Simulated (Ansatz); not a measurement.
**Pb: frozen-core PAW against all-electron methods**

```
Pb
1.0
     3.48000    0.01740    0.01740
    -1.72493    3.00507    0.00637
     0.02795    0.02795    5.59000
Pb
2
Direct
  0.33333 0.66667 0.25000
  0.66667 0.33333 0.75000
```

Atoms are numbered in the order listed.

Conventional cell: a = 3.465 Å, b = 3.480 Å, c = 5.590 Å, α = 90.57°, β = 90.21°, γ = 119.57°. Pb (atom 1) is surrounded by 12 Pb at 3.43 to 3.50 Å.

The cell is COD entry 1537623, as deposited and not checked against the literature; nothing was relaxed. The listed cell was then made from it by scaling, straining or moving an atom.

No spin–orbit coupling, which matters for the heavy atoms here.

Methods: DFT, PBE, PAW with Ansatz's default frozen-core files, scalar-relativistic (Ansatz 0.2.0); DFT, PBE, all-electron PAW with datasets made for the crystal, scalar-relativistic (Ansatz 0.2.0); DFT, PBE, all-electron LAPW, scalar-relativistic (Ansatz 0.2.0).

For PAW: a Γ-centred 12×12×7 k mesh, Fermi–Dirac smearing of 0.05 eV, cutoff 420 eV, no spin polarisation. The crystal-made all-electron datasets (AE datasets) take a cutoff of 260 eV at this cell. LAPW targets a basis error of 0.5 meV/atom. The Ansatz runs share mesh, smearing and spin set-up. Plane-wave (PAW) pressures include the program's estimate of the Pulay term.

Stress and pressure are positive in compression.

The change that made this cell: equal xy, yz and zx engineering shear strains of +1 %.

| quantity | PAW | AE datasets | LAPW |
| --- | --- | --- | --- |
| pressure (GPa) | 3.99 | 4.00 | 4.00 |
| stress xx (GPa) | 3.89 | 3.90 | 3.90 |
| stress zz (GPa) | 4.17 | 4.17 | 4.17 |
| stress yz (GPa) | -0.16 | -0.16 | -0.16 |
| stress xz (GPa) | -0.16 | -0.16 | -0.16 |
| stress xy (GPa) | -0.11 | -0.11 | -0.11 |

PAW's pressure differs from the LAPW value by about 0.01 GPa or less.
